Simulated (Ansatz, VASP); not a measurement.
**TePb in VASP and in Ansatz**

```
CELL_PARAMETERS angstrom
0.00000 3.22275 3.22275
3.22275 0.00000 3.22275
3.22275 3.22275 0.00000
ATOMIC_POSITIONS crystal
Te 0.00000 0.00000 0.00000
Pb 0.50000 0.50000 0.50000
```

Alike in both runs: functional PBEsol; k mesh 6 × 6 × 6; occupations gaussian, width 0.02 eV; no spin polarisation.

Ansatz relaxed the structure, and its values are those at the end. VASP's run is a single point on that final structure, the one shown.

|  | VASP | Ansatz |
| --- | --- | --- |
| version | VASP 6.6.1 | Ansatz 0.2.0 |
| potentials or method | VASP PAW PBE potentials, release 64 (Te, Pb_d) | scalar-relativistic, plane waves, PAW |
| plane-wave cutoff (eV) | 520 | 420 |
| valence electrons in the cell | 20 | 30 |

Ansatz gave:

* gap on the k mesh at the Fermi level (eV): 0.65
* least direct gap on the mesh (eV): 0.65
* pressure (GPa): 0.0

Problem. Estimate VASP's values.

Solution. gap on the k mesh at the Fermi level (eV): 0.65; least direct gap on the mesh (eV): 0.65; pressure (GPa): -0.1.

The two sets of potentials don't hold the same shells in valence.

Caveats: the PAW data sets were made with another functional, which shifts forces and pressure a little (VASP); spin-orbit coupling is left out, which as a rule narrows the gap of such compounds by several tenths of an eV. A k mesh can miss the band edges.
